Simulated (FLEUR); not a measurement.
# SnO under changes of volume

One of the cells (17.769 Å³/atom); the others are scaled copies at fixed shape and fractional positions:

```
CELL_PARAMETERS angstrom
3.81370 0.00000 0.00000
0.00000 3.81370 0.00000
0.00000 0.00000 4.88691
ATOMIC_POSITIONS crystal
Sn 0.50000 0.00000 0.76463
Sn 0.00000 0.50000 0.23537
O 0.00000 0.00000 0.00000
O 0.50000 0.50000 0.00000
```

The cell is a database's computed one.

```yaml
Program: FLEUR MaX-R8.1 (later development tree)
Functional: PBEsol
Potentials_or_basis: all-electron
Basis: FLAPW
Kmax: 4.53 1/bohr
k_mesh: 7 × 7 × 6
Occupations: fermi-dirac, width 0.05 eV
Spin: no spin polarisation
```

| volume (Å³/atom) | energy over the lowest point (meV/atom) | gap on the mesh (eV) |
| --- | --- | --- |
| 16.703 | 16.77 | 0.13 |
| 17.058 | 6.17 | 0.21 |
| 17.414 | 0.82 | 0.28 |
| 17.769 | 0.00 | 0.35 |
| 18.125 | 3.20 | 0.42 |
| 18.480 | ? | ? |
| 18.835 | 20.40 | 0.55 |

Question: What does the run at 18.480 Å³/atom give?

Answer: Energy over the lowest point 10.20 meV/atom; gap on the mesh 0.49 eV.

Worked out: A Birch-Murnaghan fit of order 3 (a polynomial in V^(-2/3)) to the other rows has its minimum at 17.66 Å³/atom with B0 = V·E''(V) = 95 GPa and B' = 4.5 at fixed shape and positions, which overstates the stiffness. It gives 10.18 meV/atom at 18.480 Å³/atom, against the run's 10.20. A straight line through the other rows of the gap, of slope 3.48 eV per unit of ln V, gives 0.49 eV, against the run's 0.49.

Energies are extrapolated to zero smearing.

Caveats: spin-orbit coupling is left out, which moves the levels of the heavy elements; an odd mesh through Γ misses points on the zone boundary, where band edges often lie.
